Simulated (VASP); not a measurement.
Write the native input for VASP 6.6.1 that does the following.

* Task: relaxation of cell and atoms
* Functional: PBEsol
* Potentials or basis: VASP PAW PBE potentials, release 64 (Ga_d, As)
* Cutoff: 600 eV
* k mesh: 10 × 10 × 10
* Occupations: gaussian, width 0.03 eV
* Spin: no spin polarisation
* Further INCAR settings: ALGO = Normal; EDIFF = 1e-06; IBRION = 2; EDIFFG = -0.01; NSW = 90; ISIF = 3

The structure of GaAs lies in POSCAR:

```
GaAs
1.0
    0.0000000000      2.8268500000      2.8268500000
    2.8268500000      0.0000000000      2.8268500000
    2.8268500000      2.8268500000      0.0000000000
Ga As
1 1
Direct
    0.0000000000      0.0000000000      0.0000000000
    0.2500000000      0.2500000000      0.2500000000
```

The input as run:

INCAR

```
ALGO = Normal ; EDIFF = 1E-6
EDIFFG = -0.01 ; ENCUT = 600
GGA = PS ; IBRION = 2
ISIF = 3 ; ISMEAR = 0
LASPH = T ; LCHARG = F
LREAL = F ; LWAVE = F
NELM = 80 ; NSW = 90
PREC = Accurate ; SIGMA = 0.03
```

KPOINTS

```
k-points
0
Gamma
  10 10 10
```

Potentials or basis: VASP PAW PBE potentials, release 64 (Ga_d, As).

Run with:

```sh
$ cat potpaw_PBE.64/Ga_d/POTCAR potpaw_PBE.64/As/POTCAR > POTCAR
$ mpirun -np 1 vasp_std > vasp.out
```

It gave:

```yaml
Relaxed_volume: 22.70 Å³/atom
Relaxed_cell: a = 4.004 Å, b = 4.004 Å, c = 4.004 Å, α = 60.00°, β = 60.00°, γ = 60.00°
Space_group_after_relaxing_to_0.05_Å: F-43m (No. 216)
Energy_gained_by_relaxing: 0.1 meV/atom
Ionic_steps: 3
Pressure_after_relaxing: 0.0 GPa
Band_gap_on_the_k_mesh: 0.42 eV, direct
```

Caveat: the PAW data sets were made with another functional, which shifts forces and pressure a little.

Run time: 21 s on 1 thread of Intel(R) Xeon(R) 6975P-C (Granite Rapids), on a shared host, peak memory 0.2 GiB.
